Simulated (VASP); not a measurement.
## VASP 6.6.1 run: BaO

INCAR

```
ISIF = 2
LCHARG = .FALSE.
NSW = 0
EDIFF = 1E-7
PREC = Accurate
NELM = 120
NBANDS = 15
SIGMA = 0.3
ISMEAR = -5
ENCUT = 520
IBRION = -1
GGA = PE
LWAVE = .FALSE.
LASPH = .TRUE.
LREAL = .FALSE.
```

KPOINTS

```
KPOINTS created by Atomic Simulation Environment
0
Gamma
8 8 8
0 0 0
```

POSCAR

```
Ba O
 1.0000000000000000
    -0.0000000000000000    2.7719426815501929    2.7719426815501929
     2.7719426815501929    0.0000000000000000    2.7719426815501929
     2.7719426815501929    2.7719426815501929    0.0000000000000000
 Ba  O
   1   1
Cartesian
 -0.0000000000000000  0.0000000000000000  0.0000000000000000
  2.7719426815501929  2.7719426815501929  2.7719426815501929
```

The recommended PBE PAW datasets give the neutral cell 16 valence electrons.

Command

```
mpirun -np 1 vasp_std
```

Question: How does this run end, and what does it give?

Answer: It converged. Results: gap between bands v and c on the k mesh 1.98 eV; least direct gap on the k mesh 1.98 eV; pressure 2.8 GPa. Band v is the last that the valence electrons fill when counted band by band, and c is the next.

OSZICAR

```
N       E                     dE             d eps       ncg     rms          rms(c)
DAV:   1     0.760780644074E+02    0.76078E+02   -0.77425E+03   870   0.983E+02
DAV:   2    -0.108247724885E+02   -0.86903E+02   -0.77193E+02  1174   0.198E+02
DAV:   3    -0.143731648891E+02   -0.35484E+01   -0.35280E+01  1083   0.408E+01
DAV:   4    -0.144122783253E+02   -0.39113E-01   -0.39108E-01   997   0.446E+00
DAV:   5    -0.144130210513E+02   -0.74273E-03   -0.74272E-03  1109   0.532E-01    0.956E+00
DAV:   6    -0.120510849221E+02    0.23619E+01   -0.87672E+00   912   0.218E+01    0.626E+00
DAV:   7    -0.118183160114E+02    0.23277E+00   -0.64247E-01   997   0.626E+00    0.221E+00
DAV:   8    -0.117941075363E+02    0.24208E-01   -0.10330E-01  1052   0.322E+00    0.538E-01
DAV:   9    -0.117935036850E+02    0.60385E-03   -0.98214E-03  1010   0.930E-01    0.163E-01
DAV:  10    -0.117947647550E+02   -0.12611E-02   -0.26724E-03   926   0.404E-01    0.485E-02
DAV:  11    -0.117947421250E+02    0.22630E-04   -0.16153E-04  1073   0.106E-01    0.262E-02
DAV:  12    -0.117947497324E+02   -0.76075E-05   -0.22029E-05   926   0.406E-02    0.415E-03
DAV:  13    -0.117947491572E+02    0.57528E-06   -0.14604E-06  1087   0.107E-02    0.165E-03
DAV:  14    -0.117947493970E+02   -0.23989E-06   -0.60550E-07   947   0.617E-03    0.122E-03
DAV:  15    -0.117947493880E+02    0.90233E-08   -0.72112E-08   764   0.203E-03
   1 F= -.11794749E+02 E0= -.11794749E+02  d E =0.000000E+00
```

For comparison, a separate PBE run of the intended cell, on usual settings and not on those above, gives a gap of 1.98 eV on its mesh and a pressure of 2.8 GPa.
